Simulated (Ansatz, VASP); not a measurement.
This is a calculation of Ag for Ansatz 0.2.0.

File input.yaml:

```yaml
crystal:
  lattice:
    - [0.0, 2.04275, 2.04275]
    - [2.04275, 0.0, 2.04275]
    - [2.04275, 2.04275, 0.0]
  atoms:
    - { symbol: Ag, position: [0.0, 0.0, 0.0] }
hamiltonian:
  xc: pbe
  pseudopotentials: { kind: paw }
kpoints:
  mp_grid: { grid: [11, 11, 11] }
scf:
  occupations: { method: fermi_dirac, width: 0.05 }
output:
  forces: true
  stress: true
relax:
  f_tol: 0.01
  max_steps: 40
  cell: { stress_tol: 0.05 }
```

Potentials or basis: Ansatz PAW.

Command:

```bash
$ ansatz run input.yaml --threads 2 --pin off --max-ram 5632MiB --backend cpu --events-out ev --progress --plain --runs-dir out
```

Task: Translate it to VASP 6.6.1. Potentials there: VASP PAW PBE potentials, release 64 (Ag).

Result: As run (the cutoff follows the program's own potentials):

File INCAR:

```
SYSTEM = Ag
ALGO     = Normal         ! electronic algorithm
EDIFF    = 1E-7           ! SCF threshold, eV
EDIFFG   = -0.005         ! ionic threshold
ENCUT    = 600            ! plane-wave cutoff, eV
GGA      = PE             ! functional
IBRION   = 2              ! ionic algorithm
ISIF     = 3              ! what is computed and relaxed
ISMEAR   = -1             ! smearing method
LASPH    = .TRUE.         ! aspherical terms in the spheres
LCHARG   = .FALSE.        ! write CHGCAR
LREAL    = .FALSE.        ! projectors in reciprocal space
LWAVE    = .FALSE.        ! write WAVECAR
NELM     = 100            ! most SCF steps
NSW      = 60             ! ionic steps
PREC     = Accurate       ! precision mode
SIGMA    = 0.05           ! smearing width, eV
```

The input KPOINTS:

```
k-points
0
G
  11 11 11
  0 0 0
```

File POSCAR:

```
Ag
1.0
    0.0000000000      2.0427500000      2.0427500000
    2.0427500000      0.0000000000      2.0427500000
    2.0427500000      2.0427500000      0.0000000000
Ag
1
Direct
    0.0000000000      0.0000000000      0.0000000000
```

Potentials or basis: VASP PAW PBE potentials, release 64 (Ag).

The run is started by

```console
$ cat potpaw_PBE.64/Ag/POTCAR > POTCAR
$ mpirun -np 1 vasp_std > vasp.out
```

Both were run:

|  | VASP | Ansatz | Ansatz less VASP |
| --- | --- | --- | --- |
| relaxed volume (Å³/atom) | 17.77 | 17.80 | +0.029 |
| relaxed cell length with the largest relative difference (Å) | 2.929 | 2.931 | +0.0016 |
| energy change over the relaxation (meV/atom) | -9 | -10 | -0.8 |

The two sets of potentials don't hold the same shells in valence.

Caveats: the plane-wave basis is chosen anew once the cell has moved, so the energies of steps on either side of that aren't comparable (Ansatz). PBE usually gives volumes a little too large and moduli too small. Zero-point motion and thermal expansion aren't in these numbers.
